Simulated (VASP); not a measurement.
# VASP 6.6.1 run: CdSe

INCAR

```
NSW = 0
LWAVE = .FALSE.
ISMEAR = -1
ENCUT = 520
SIGMA = 0.02
LCHARG = .FALSE.
ISYM = 0
GGA = PE
NBANDS = 16
LASPH = .TRUE.
NELM = 120
EDIFF = 1E-7
LREAL = .FALSE.
ISIF = 2
IBRION = -1
PREC = Single
```

KPOINTS

```
KPOINTS created by Atomic Simulation Environment
0
Gamma
4 4 4
0 0 0
```

POSCAR

```
Cd Se
 1.0000000000000000
     0.0381280449000000    3.0752312006000002    3.0752312006000002
     3.0752312006000002    0.0381280449000000    3.0752312006000002
     3.0752312006000002    3.0752312006000002    0.0381280449000000
 Cd  Se
   1   1
Cartesian
  0.0083884745122226  0.0083884745122226  0.0083884745122226
  1.5387591370127776  1.5387591370127776  1.5387591370127771
```

The recommended PBE PAW datasets give the neutral cell 18 valence electrons.

Command

```
mpirun -np 1 vasp_std
```

OSZICAR

```
N       E                     dE             d eps       ncg     rms          rms(c)
DAV:   1     0.107298807459E+03    0.10730E+03   -0.87948E+03  1184   0.100E+03
DAV:   2    -0.185858168213E+01   -0.10916E+03   -0.10364E+03  1408   0.248E+02
DAV:   3    -0.580975581751E+01   -0.39512E+01   -0.39448E+01  1400   0.493E+01
DAV:   4    -0.582593417102E+01   -0.16178E-01   -0.16177E-01  1448   0.317E+00
DAV:   5    -0.582603780975E+01   -0.10364E-03   -0.10364E-03  1432   0.221E-01    0.608E+00
DAV:   6    -0.545377086644E+01    0.37227E+00   -0.55117E-01  1704   0.884E+00    0.485E+00
DAV:   7    -0.542960486340E+01    0.24166E-01   -0.15231E-01  1520   0.260E+00    0.208E+00
DAV:   8    -0.543084003999E+01   -0.12352E-02   -0.14782E-02  1328   0.146E+00    0.253E-01
DAV:   9    -0.543107503007E+01   -0.23499E-03   -0.15182E-03  1464   0.497E-01    0.488E-02
DAV:  10    -0.543115416595E+01   -0.79136E-04   -0.16663E-04  1576   0.160E-01    0.452E-02
DAV:  11    -0.543120990532E+01   -0.55739E-04   -0.89300E-05  1432   0.591E-02    0.164E-02
DAV:  12    -0.543120978813E+01    0.11719E-06   -0.20362E-06  1384   0.177E-02    0.577E-03
DAV:  13    -0.543121047958E+01   -0.69145E-06   -0.17527E-06  1464   0.690E-03    0.272E-03
DAV:  14    -0.543121047127E+01    0.83085E-08   -0.37332E-08  1120   0.138E-03
   1 F= -.54312105E+01 E0= -.54312105E+01  d E =-.423282E-07
```

From OUTCAR

```
k-points           NKPTS =     36   k-points in BZ     NKDIM =     36   number of bands    NBANDS=     16

   NELECT =      18.0000    total number of electrons

   dimension x,y,z NGX =    32 NGY =   32 NGZ =   32
   dimension x,y,z NGXF=    32 NGYF=   32 NGZF=   32

  energy-cutoff  :      520.00
  volume of cell :       57.08
      direct lattice vectors                 reciprocal lattice vectors
     0.038128045  3.075231201  3.075231201    -0.165644855  0.163616270  0.163616270
     3.075231201  0.038128045  3.075231201     0.163616270 -0.165644855  0.163616270
     3.075231201  3.075231201  0.038128045     0.163616270  0.163616270 -0.165644855

 k-points in reciprocal lattice and weights: KPOINTS created by Atomic Simulation Env
   0.00000000  0.00000000  0.00000000       0.016
   0.25000000 -0.00000000 -0.00000000       0.031
  -0.00000000  0.25000000 -0.00000000       0.031
  -0.00000000 -0.00000000  0.25000000       0.031
   0.50000000 -0.00000000 -0.00000000       0.016
  -0.00000000  0.50000000 -0.00000000       0.016
  -0.00000000 -0.00000000  0.50000000       0.016
   0.25000000  0.25000000 -0.00000000       0.031
   ...

 E-fermi :   1.1567

 k-point     1 :       0.0000    0.0000    0.0000
  band No.  band energies     occupation
      1     -11.6506      2.00000
      2      -7.0658      2.00000
      3      -7.0563      2.00000
      4      -7.0563      2.00000
      5      -6.7041      2.00000
      6      -6.7041      2.00000
      7       0.7944      2.00000
      8       0.8837      2.00000
      9       0.8837      2.00000
     10       1.4159      0.00000
     11       6.6431      0.00000
     12       6.8377      0.00000
     13       6.8377      0.00000
     14      10.5721      0.00000
     15      11.9047      0.00000
     16      11.9047      0.00000

 k-point     2 :       0.2500   -0.0000   -0.0000
  band No.  band energies     occupation
      1     -11.4696      2.00000
      2      -7.0108      2.00000
      3      -7.0052      2.00000
      4      -6.8501      2.00000
      5      -6.7035      2.00000
      6      -6.7002      2.00000
      7      -1.7631      2.00000
      8       0.4080      2.00000
      9       0.4908      2.00000
     10       3.0922      0.00000
     11       6.7994      0.00000
     12       7.2301      0.00000
     13       7.3005      0.00000
     14      10.7936      0.00000
     15      10.9333      0.00000
     16      10.9795      0.00000

 k-point     3 :      -0.0000    0.2500   -0.0000
  band No.  band energies     occupation
      1     -11.4696      2.00000
      2      -7.0108      2.00000
      3      -7.0052      2.00000
      4      -6.8501      2.00000
      5      -6.7035      2.00000
      6      -6.7002      2.00000
      7      -1.7631      2.00000
      8       0.4080      2.00000
      9       0.4908      2.00000
     10       3.0922      0.00000
     11       6.7994      0.00000
     12       7.2301      0.00000
     13       7.3005      0.00000
     14      10.7936      0.00000
     15      10.9333      0.00000
     16      10.9795      0.00000

 ...

  Total        0.8913673      0.8913667      0.8913661     -0.0903752     -0.0903649     -0.0903709
  in kB       25.0182229     25.0182054     25.0181875     -2.5365827     -2.5362948     -2.5364617
  external PRESSURE =      25.0182053 kB  Pullay stress =       0.0000000 kB

 POSITION                                       TOTAL-FORCE (eV/Angst)
 -----------------------------------------------------------------------------------
      0.00839      0.00839      0.00839        -0.001734     -0.001734     -0.001739
      1.53876      1.53876      1.53876         0.001734      0.001734      0.001739
 -----------------------------------------------------------------------------------
    total drift:                                0.000847      0.000847      0.000847

  FREE ENERGIE OF THE ION-ELECTRON SYSTEM (eV)
  ---------------------------------------------------
  free  energy   TOTEN  =        -5.4312104713 eV

  energy  without entropy=       -5.4312104289  energy(sigma->0) =       -5.43121045
```

It converged. Results: gap between bands v and c on the k mesh 0.53 eV; least direct gap on the k mesh 0.53 eV; pressure 2.5 GPa. Band v is the last that the valence electrons fill when counted band by band, and c is the next.

These settings aren't sound, so the numbers aren't properties of the crystal.

On sound settings PBE gives a gap of 0.55 eV on its mesh and a pressure of 2.3 GPa for the intended cell.

The run took about 22 s on one core of a shared host (Intel Xeon Platinum 8488C) and held 0.15 GiB at most.
